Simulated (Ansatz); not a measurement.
# Equation of state of MoP

```yaml
crystal:
  lattice:
    - [3.22300, 0.00000, 0.00000]
    - [-1.61150, 2.79120, 0.00000]
    - [0.00000, 0.00000, 3.19100]
  atoms:
    - { symbol: Mo, position: [0.00000, 0.00000, 0.00000] }
    - { symbol: P, position: [0.33333, 0.66667, 0.50000] }
```

Conventional cell: a = 3.223 Å, b = 3.223 Å, c = 3.191 Å, α = 90.00°, β = 90.00°, γ = 120.00°. Mo (atom 1) is surrounded by 6 P at 2.45 Å. Around P (atom 2) lie 6 Mo at 2.45 Å.

The geometry is COD entry 1539074, unchecked; take it as a test cell.

Spin polarisation is left out, and whether a magnetic state lies lower isn't shown here.

Levels of theory: DFT, PBEsol, all-electron LAPW, scalar-relativistic (Ansatz 0.2.0); DFT, PBEsol, PAW with Ansatz's default frozen-core files, scalar-relativistic (Ansatz 0.2.0).

For LAPW: a Γ-centred 15×15×13 k mesh, Fermi–Dirac smearing of 0.08 eV, basis error target 0.25 meV/atom, no spin polarisation. PAW takes a cutoff of 420 eV at this cell (files made with PBE, cores remade for this functional). The Ansatz runs share mesh, smearing and spin set-up. Plane-wave (PAW) pressures include the program's estimate of the Pulay term.

The cell above is scaled evenly, with fractional coordinates and shape held.

**Question.** Estimate the equilibrium volume and bulk modulus that full-potential LAPW gives for this fixed shape.

**Answer.** V0 = 14.13 Å³/atom, B0 = 242 GPa, B0′ = 4.4, from a third-order Birch–Murnaghan fit to these pressures:
| V/V(cell) | V (Å³/atom) | P, LAPW (GPa) | P, PAW (GPa) |
| --- | --- | --- | --- |
| 0.9400 | 13.492 | 12.43 | 12.40 |
| 0.9600 | 13.779 | 6.49 | 6.46 |
| 0.9800 | 14.066 | 1.17 | 1.14 |
| 0.9900 | 14.210 | -1.28 | -1.31 |
| 1.0000 | 14.353 | -3.60 | -3.63 |
| 1.0100 | 14.497 | -5.80 | -5.83 |
| 1.0200 | 14.640 | -7.88 | -7.91 |
| 1.0400 | 14.927 | -11.71 | -11.74 |
| 1.0600 | 15.214 | -15.13 | -15.16 |

PAW's V0 lies -0.01 % from the all-electron value and its B0 0.0 %. With shape and internal coordinates held, B0 is an upper bound to the relaxed modulus.
